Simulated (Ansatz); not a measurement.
Au: rattling a relaxed structure

The cell was found from a structure generator's guess, not taken from experiment.

Computed with DFT PBE, scalar-relativistic, plane waves, PAW (Ansatz). Cutoff 420 eV; k points 12×12×12 on the computed 3-atom cell (Γ-centred); Gaussian smearing, width 0.10 eV; no spin polarisation.

The cell below (3 atoms, space group Pm-3m (No. 221)) is relaxed within its symmetry.

```yaml
crystal:
  lattice:
    - [3.98195, 0.00000, 0.00000]
    - [0.00000, 3.98195, 0.00000]
    - [0.00000, 0.00000, 3.98195]
  atoms:
    - { symbol: Au, position: [0.50000, 0.00000, 0.00000] }
    - { symbol: Au, position: [0.00000, 0.50000, 0.00000] }
    - { symbol: Au, position: [0.00000, 0.00000, 0.50000] }
```

For the test a repeat of it with 6 atoms (edges 3.98, 3.98, 7.96 Å) was strained at random (σ = 1.5 % a component), the atoms were moved at random (σ = 0.05 Å), and all was relaxed again on a coarse 6×6×4 mesh (in the run’s order of axes) with 0.20 eV smearing, with no symmetry imposed.

These runs have no spin–orbit coupling, which can matter for Au.

Question: What happens?

Answer: It returns, within 1 meV/atom of the unmoved cell on that mesh and with the same symmetry when read at 0.1 Å (P4/mmm at 0.01 Å, so small strains and shifts remain). No instability shows in this cell; modes of other wave vectors, which need another repeat, aren't tested.
